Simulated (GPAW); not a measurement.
A run of GPAW 26.7.0 is set up as follows.

File run.py:

```python
from ase.dft.bandgap import bandgap
from ase.io import read, write
from ase.units import GPa
from gpaw import GPAW, PW

atoms = read('SiC.xyz')

calc = GPAW(mode=PW(800),
            xc='PBE',
            kpts={'size': (10, 10, 5), 'gamma': True},
            occupations={'name': 'methfessel-paxton', 'order': 0, 'width': 0.015},
            nbands=18,
            convergence={'density': 1e-05, 'energy': 1e-05},
            maxiter=150,
            txt='gpaw.txt')
atoms.calc = calc
energy = atoms.get_potential_energy()
forces = atoms.get_forces()
stress = atoms.get_stress()
calc.write('gs.gpw')
write('result.traj', atoms)
print(f'Energy: {energy:.6f} eV')
print('Forces (eV/A):')
print(forces.round(4))
print('Stress (GPa):', (stress / GPa).round(3))
print('Fermi level:', round(calc.get_fermi_level(), 4), 'eV')
print(f'Gap: {bandgap(calc)[0]:.4f} eV, direct: {bandgap(calc, direct=True)[0]:.4f} eV')
```

The input SiC.xyz:

```xyz
4
Lattice="3.0760000000 0.0000000000 0.0000000000 -1.5380000000 2.6638941420 0.0000000000 0.0000000000 0.0000000000 5.0480000000" Properties=species:S:1:pos:R:3 pbc="T T T"
Si     1.5380000002      0.8879647139      2.5240000000
Si    -0.0000000002      1.7759294281      0.0000000000
C      1.5380000002      0.8879647139      4.4674800000
C     -0.0000000002      1.7759294281      1.9434800000
```

Potentials or basis: GPAW PAW data sets (gpaw-data 1.2.1), pw.

Launch:

```bash
$ OMP_NUM_THREADS=1 python run.py
```

(1) Estimate the largest force.

(2) Estimate the band gap on the k mesh.

(3) Predict the pressure.

Results:

(1) 0.770 eV/Å.

(2) 2.47 eV, indirect (least direct gap 4.07 eV).

(3) 5.0 GPa.

Caveat: an odd mesh through Γ misses points on the zone boundary, where band edges often lie.
